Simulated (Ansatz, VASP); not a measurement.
**One calculation of SnSe, two programs**

Contents of INCAR:

```
SYSTEM = SnSe
PREC = Accurate ; ENCUT = 520
EDIFF = 1E-6 ; ISMEAR = 0
SIGMA = 0.05 ; LREAL = .FALSE.
LASPH = .TRUE. ; NELM = 60
ALGO = Normal ; ISIF = 2
LWAVE = .FALSE. ; LCHARG = .FALSE.
GGA = PE ; IVDW = 12
NBANDS = 17
```

The input KPOINTS:

```
Automatic mesh
0
G
  12 12 12
  0 0 0
```

File POSCAR:

```
SnSe
1.0
    0.0000000000      3.0100000000      3.0100000000
    3.0100000000      0.0000000000      3.0100000000
    3.0100000000      3.0100000000      0.0000000000
Sn Se
1 1
Direct
    0.0000000000      0.0000000000      0.0000000000
    0.5000000000      0.5000000000      0.5000000000
```

Input for Ansatz:

```yaml
crystal:
  lattice:
    - [0.0, 3.01, 3.01]
    - [3.01, 0.0, 3.01]
    - [3.01, 3.01, 0.0]
  atoms:
    - { symbol: Sn, position: [0.0, 0.0, 0.0] }
    - { symbol: Se, position: [0.5, 0.5, 0.5] }
basis:
  ecutwfc: 420
kpoints:
  mp_grid: { grid: [12, 12, 12] }
hamiltonian:
  xc: pbe
  dispersion: d3bj
scf:
  occupations: { method: gaussian, width: 0.05 }
output:
  forces: true
  stress: true
  eigenvalues: true
```

Measurements of this composition are mostly on another form, of space group No. 62.

Alike in both runs: task single point; functional PBE; dispersion D3(BJ); k mesh 12 × 12 × 12; occupations gaussian, width 0.05 eV; no spin polarisation.

|  | VASP | Ansatz |
| --- | --- | --- |
| version | VASP 6.6.1 | Ansatz 0.2.0 |
| potentials or method | VASP PAW PBE potentials, release 64 (Sn_d, Se) | scalar-relativistic, plane waves, PAW |
| plane-wave cutoff (eV) | 520 | 420 |
| valence electrons in the cell | 20 | 30 |

|  | VASP | Ansatz | Ansatz less VASP |
| --- | --- | --- | --- |
| gap on the k mesh at the Fermi level (eV) | 0.39 | 0.39 | 0.000 |
| least direct gap on the mesh (eV) | 0.44 | 0.44 | 0.000 |
| pressure (GPa) | -1.1 | -1.1 | +0.02 |

The two sets of potentials don't hold the same shells in valence.

Caveats: spin-orbit coupling is left out, which moves the levels of the heavy elements.
